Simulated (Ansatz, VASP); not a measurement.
Si in VASP and in Ansatz

```
Si
1.0
     3.90646    0.00000    0.00000
    -1.95323    3.38309    0.00000
     0.00000    0.00000    6.45682
Si
4
Direct
  0.66667 0.33333 0.93699
  0.33333 0.66667 0.43699
  0.66667 0.33333 0.56301
  0.33333 0.66667 0.06301
```

Change from the starting cell: volume scaled by 1.06.

Alike in both runs: task single point; functional PBEsol; k mesh 8 × 8 × 4; occupations fermi-dirac, width 0.05 eV; no spin polarisation.

|  | VASP | Ansatz |
| --- | --- | --- |
| version | VASP 6.6.1 | Ansatz 0.2.0 |
| potentials or method | VASP PAW PBE potentials, release 64 (Si), cutoff 520 eV | all-electron LAPW, scalar-relativistic |

|  | VASP | Ansatz | Ansatz less VASP |
| --- | --- | --- | --- |
| gap on the k mesh at the Fermi level (eV) | 0.41 | 0.42 | +0.007 |
| least direct gap on the mesh (eV) | 0.80 | 0.80 | 0.000 |
| pressure (GPa) | -5.1 | -5.2 | -0.10 |
| rms of the force components (eV/Å) | 0.018 | 0.018 | +0.0003 |

Atom by atom the forces differ by 0.000 eV/Å (rms over components). Ansatz ran all-electron here, so the differences hold the error of VASP's frozen core and of both bases.

Caveats: the PAW data sets were made with another functional, which shifts forces and pressure a little (VASP).
